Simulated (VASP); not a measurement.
Input of a VASP 6.6.1 run:

File INCAR:

```
PREC = Accurate
ENCUT = 520
EDIFF = 1E-7
ISMEAR = -1
SIGMA = 0.05
LREAL = F
LASPH = T
NELM = 150
ALGO = Normal
ISIF = 2
LWAVE = F
LCHARG = F
ISPIN = 2
MAGMOM = 0 0 2 2 2 2 2 2
LORBIT = 11
LMAXMIX = 4
GGA = PE
NBANDS = 57
```

KPOINTS

```
Automatic mesh
0
Gamma
  5 5 5
```

The input POSCAR:

```
V3Si
1.0
    4.7380000000      0.0000000000      0.0000000000
    0.0000000000      4.7380000000      0.0000000000
    0.0000000000      0.0000000000      4.7380000000
Si V
2 6
Direct
    0.0000000000      0.0000000000      0.0000000000
    0.5000000000      0.5000000000      0.5000000000
    0.2500000000      0.0000000000      0.5000000000
    0.5000000000      0.7500000000      0.0000000000
    0.7500000000      0.0000000000      0.5000000000
    0.5000000000      0.2500000000      0.0000000000
    0.0000000000      0.5000000000      0.7500000000
    0.0000000000      0.5000000000      0.2500000000
```

Potentials or basis: VASP PAW PBE potentials, release 64 (Si, V_sv).

Launch:

```sh
$ cat potpaw_PBE.64/Si/POTCAR potpaw_PBE.64/V_sv/POTCAR > POTCAR
$ mpirun -np 1 vasp_std > vasp.out
```

(1) What does it give for the net moment?

(2) Predict the pressure.

Answers

(1) 0.00 μB per cell.

(2) -4.0 GPa.
